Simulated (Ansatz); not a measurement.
I need a reaction energy of BaHfO3 from BaO and HfO2. Use the Python package of Ansatz (0.2.0). Settings (first run): RPBE, norm-conserving potentials, the default cutoff (1240 eV here), 4×4×4 k-points, fixed occupations.

Input file `bahfo3_bahfo3_p4mm.xyz`:
```text
5
Lattice="4.1695668 0.0 0.0 0.0 4.1695668 0.0 0.0 0.0 4.17037663" Properties=species:S:1:pos:R:3 pbc="T T T"
Ba    2.08478340    2.08478340    4.15546737
Hf    0.00000000    0.00000000    2.07632764
O     0.00000000    2.08478340    2.08055978
O     2.08478340    0.00000000    2.08055978
O     0.00000000    0.00000000    4.16179075
```

The script reads `bahfo3_bao_fm_3m.cif`:
```cif
data_BaO
_cell_length_a 3.889087
_cell_length_b 3.889087
_cell_length_c 3.889087
_cell_angle_alpha 60.00000
_cell_angle_beta 60.00000
_cell_angle_gamma 60.00000
_symmetry_space_group_name_H-M 'P 1'
_symmetry_Int_Tables_number 1
loop_
_symmetry_equiv_pos_as_xyz
'x, y, z'
loop_
_atom_site_label
_atom_site_type_symbol
_atom_site_fract_x
_atom_site_fract_y
_atom_site_fract_z
Ba1 Ba    0.000000    0.000000    0.000000
O2 O    0.500000    0.500000    0.500000
```

Contents of `bahfo3_hfo2_fm_3m.vasp`:
```text
HfO2
1.0
   0.00000000    2.55750000    2.55750000
   2.55750000    0.00000000    2.55750000
   2.55750000    2.55750000    0.00000000
Hf O
1 2
Direct
   0.00000000    0.00000000    0.00000000
   0.25000000    0.25000000    0.25000000
   0.75000000    0.75000000    0.75000000
```

`bahfo3.py`
```python
"""Reaction energy of BaHfO3 from BaO and HfO2, after relaxing cells and atoms."""

from collections import Counter
import warnings

import ansatz
from ase.io import read
import numpy as np
from pymatgen.analysis.reaction_calculator import ComputedReaction
from pymatgen.entries.computed_entries import ComputedEntry


def ground_state(name, crystal):
    calc = (
        crystal.calculation()
        .scf(extra_bands=2, self_checks="low")
        .accuracy("medium")
        .pseudopotentials("nc")
        .functional("rpbe")
        .kpoints(spacing=0.4)
        .occupations("fixed")
        .stress()
    )
    calc = calc.relax(force_tolerance=0.03, max_steps=40, cell=True)
    return calc.run(threads=1, pin="off")


def counts(outcome):
    return Counter(site.symbol for site in outcome.lattice.sites)


def volume_per_atom(outcome):
    return abs(np.linalg.det(outcome.lattice.cell_ang)) / len(outcome.lattice.sites)


def main() -> None:
    warnings.simplefilter("ignore", ansatz.DeckWarning)

    phases = {}
    bahfo3_p4mm = ansatz.Crystal.from_extxyz("bahfo3_bahfo3_p4mm.xyz")
    phases["BaHfO3 P4mm"] = bahfo3_p4mm
    atoms = read("bahfo3_bao_fm_3m.cif")
    bao_fm_3m = ansatz.Crystal.from_ase(atoms)
    phases["BaO Fm-3m"] = bao_fm_3m
    atoms = read("bahfo3_hfo2_fm_3m.vasp", format="vasp")
    hfo2_fm_3m = ansatz.Crystal.from_ase(atoms)
    phases["HfO2 Fm-3m"] = hfo2_fm_3m

    done = {name: ground_state(name, crystal) for name, crystal in phases.items()}

    entry = {name: ComputedEntry(dict(counts(o)), o.report["free_energy_ev"]) for name, o in done.items()}
    reaction = ComputedReaction([entry["BaO Fm-3m"], entry["HfO2 Fm-3m"]], [entry["BaHfO3 P4mm"]])
    reaction.normalize_to(entry["BaHfO3 P4mm"].composition.reduced_composition)
    print(reaction)
    print("energy per formula unit of the product:", round(reaction.calculated_reaction_energy, 4), "eV")
    for name, o in done.items():
        print(f"  {name:18s} {volume_per_atom(o):7.3f} A^3/atom")


if __name__ == "__main__":
    main()
```

```console
$ python bahfo3.py
BaO + HfO2 -> BaHfO3
energy per formula unit of the product: -1.4755 eV
  BaHfO3 P4mm         15.147 A^3/atom
  BaO Fm-3m           22.367 A^3/atom
  HfO2 Fm-3m          11.167 A^3/atom
```

Caveats:
- The settings weren't tested for convergence.
- The run is spin-unpolarised.
- Such functionals run on norm-conserving files made under PBE, which can move pressures by some GPa.
- Spin-orbit coupling, which matters for elements this heavy, is left out.
- The cells come from databases of deposited and of computed structures, and not all need be stable phases.
- The reactants and the product are the structures named, not necessarily the lowest of each compound, so sign and change of volume hang on that choice. A semilocal functional's error on such energies is often 0.05 to 0.1 eV an atom, and 0.1 to 0.3 eV against gases such as O2 or F2.
- Finished in 100 s on 1 thread of Arm Neoverse V1, with other jobs on the host, peak memory 0.62 GiB.

(Lines on the test bed's own set-up are left out of the output.)
